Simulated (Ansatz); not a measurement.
# HfS2: the cost of one run

Program: Ansatz 0.2.0. Level of theory: DFT PBE+D3(BJ), scalar-relativistic, plane waves, PAW. These are calculated values, not measurements.

2 further runs of the same task are left out: 2 set aside as unsound or not needed.

## (1) Starting point

It takes space group P-3m1 (No. 164, trigonal). Conventional cell: a = 3.640 Å, b = 3.640 Å, c = 6.056 Å, α = 90.00°, β = 90.00°, γ = 120.00°. Hf (site symmetry -3m) has 6 S at 2.54 Å as nearest neighbours. S (site symmetry 3m) is surrounded by 3 Hf at 2.54 Å.

As a file:

```
CELL_PARAMETERS angstrom
3.63966 0.00000 0.00000
-1.81983 3.15204 0.00000
0.00000 0.00000 6.05556
ATOMIC_POSITIONS crystal
Hf 0.00000 0.00000 0.00000
S 0.66667 0.33333 0.76395
S 0.33333 0.66667 0.23605
```

The structure comes from the Materials Project (structure only).

## (7) Setting up the map

Atoms count from 1 in the order of the input.

The upper layer of a bilayer is slid over the lower one; relaxed at each slide: nothing; the origin of the map has S4 above S3; the distance between the facing planes is held at 3.64 Å.

- slide of the upper layer along the first cell vector, from S4 above S3: 6 values from 0.000 to 0.833, periodic
- slide of the upper layer along the second cell vector, from S4 above S3: 6 values from 0.000 to 0.833, periodic

Nothing else is relaxed. Points are written as (first, second).

The two vectors of the plane (Å): (3.618, 0.000, 0.000); (-1.809, 3.134, 0.000).

(The set-up runs are not shown.)

## (8) The run at (0/6, 0/6) of the map's two axes

File input.yaml:

```yaml
crystal:
  lattice:
    - [3.6183522346, 0.0, 0.0]
    - [-1.8091761173, 3.133584955, 0.0]
    - [0.0, 0.0, 23.3215597949]
  atoms:
    - { symbol: S, position: [0.6666666667, 0.3333333333, 0.1929545039] }
    - { symbol: Hf, position: [0.0, 0.0, 0.2553598473] }
    - { symbol: S, position: [0.3333333333, 0.6666666667, 0.3177651908] }
    - { symbol: S, position: [0.3333333333, 0.6666666667, 0.473843945] }
    - { symbol: Hf, position: [-0.3333333333, 0.3333333333, 0.5362492885] }
    - { symbol: S, position: [0.0, 1.0, 0.5986546319] }
basis:
  ecutwfc: 420
kpoints:
  mp_grid: { grid: [9, 9, 1] }
hamiltonian:
  xc: pbe
  pseudopotentials: { kind: paw, azcp: { folder: soft_1 } }
  dispersion: d3bj
scf:
  occupations: { method: gaussian, width: 0.05 }
output:
  forces: true
  eigenvalues: true
efield:
  axis: 3
  dipole_correction: true
  ramp_width: 0.04
```

On the command line:

```bash
$ ansatz run input.yaml --threads 1 --pin off --max-ram 3072MiB --backend cpu --events-out ev --progress --plain --runs-dir out
```

What time and memory should one allow on 1 thread of Intel Xeon Platinum 8259CL at 2.50GHz (Skylake/Cascade Lake), shared host?

About 16 s, with a peak of 0.52 GiB.
